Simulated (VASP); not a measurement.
**Sn: single point with PBEsol**

Sn:

```
Sn
1.0
     0.00000    3.23334    3.23334
     3.23334    0.00000    3.23334
     3.23334    3.23334    0.00000
Sn
2
Cartesian
  4.8500 4.8500 4.8500
  3.2333 3.2333 3.2333
```

This isn't the form of Sn at room conditions, which is tetragonal (white tin).

- Program: VASP 6.6.1
- Task: single point
- Functional: PBEsol
- Potentials or basis: VASP PAW PBE potentials, release 64 (Sn)
- Cutoff: 500 eV
- k mesh: 7 × 7 × 7
- Occupations: gaussian, width 0.1 eV
- Spin: no spin polarisation
- Further INCAR settings: ALGO = Fast; EDIFF = 1.00e-07

| Property | Result |
| --- | --- |
| Pressure | 1.7 GPa |
| Band gap on the k mesh | none (metal or under the smearing width) |

Levels at points of the mesh, in eV from the Fermi level:
```tsv
k point	band 1	band 2	band 3	band 4	band 5	band 6	band 7	band 8
(0.00, 0.00, 0.00)	-10.65	-0.51	0.14	0.14	0.14	2.19	2.19	2.19
```

Wall time 19 s on 1 thread of Intel(R) Xeon(R) Platinum 8488C (Sapphire Rapids), on a shared host, peak memory 0.2 GiB.

Caveat: the PAW data sets were made with another functional, which shifts forces and pressure a little.
